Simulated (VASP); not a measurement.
Write the native input for VASP 6.6.1 that does the following.

| Quantity | Value |
| --- | --- |
| Task | relaxation of shape and atoms at fixed volume |
| Functional | PBE |
| Potentials or basis | VASP PAW PBE potentials, release 64 (Bi, Te) |
| Cutoff | 300 eV |
| k mesh | 4 × 4 × 4 |
| Occupations | gaussian, width 0.03 eV |
| Spin | no spin polarisation |
| Further INCAR settings | ALGO = Fast; EDIFF = 1e-07; IBRION = 2; EDIFFG = -0.01; NSW = 40; ISIF = 4 |

The structure of Bi2Te3 (Tellurobismuthite) lies in POSCAR:

```
Bi2Te3                                  
1.0
    2.1929137898      1.2660793668     10.5239473048
   -2.1929137898      1.2660793668     10.5239473048
    0.0000000000     -2.5321587337     10.5239473048
  Bi              Te            
     2     3
Direct
     0.3971509336043398    0.3971509336043398    0.3971509336043398
     0.6028490663956600    0.6028490663956600    0.6028490663956600
     0.0000000000000000    0.0000000000000000    0.0000000000000000
     0.2157282134917677    0.2157282134917677    0.2157282134917677
     0.7842717865082324    0.7842717865082324    0.7842717865082324
```

The cell isn't the ideal one: a relaxed cell with its volume scaled by 0.96.

One way to write it, as run:

INCAR

```
SYSTEM = Bi2Te3
ALGO = Fast
EDIFF = 1E-7
EDIFFG = -0.01
ENCUT = 300
GGA = PE
IBRION = 2
ISIF = 4
ISMEAR = 0
LASPH = .TRUE.
LCHARG = .FALSE.
LREAL = .FALSE.
LWAVE = .FALSE.
NELM = 80
NSW = 40
PREC = Accurate
SIGMA = 0.03
```

KPOINTS

```
k-points
0
G
  4 4 4
  0 0 0
```

Potentials or basis: VASP PAW PBE potentials, release 64 (Bi, Te).

Command:

```sh
$ cat potpaw_PBE.64/Bi/POTCAR potpaw_PBE.64/Te/POTCAR > POTCAR
$ mpirun -np 1 vasp_std > vasp.out
```

It gave:

* Energy gained by relaxing: 5.5 meV/atom
* Ionic steps: 9
* Pressure after relaxing: 0.8 GPa
* Band gap on the k mesh: 0.34 eV, direct

Caveat: spin-orbit coupling is left out, which as a rule narrows the gap of such compounds by several tenths of an eV.

Wall time 8.3 min on 1 thread of Intel(R) Xeon(R) 6975P-C (Granite Rapids), on a shared host, peak memory 0.57 GiB.
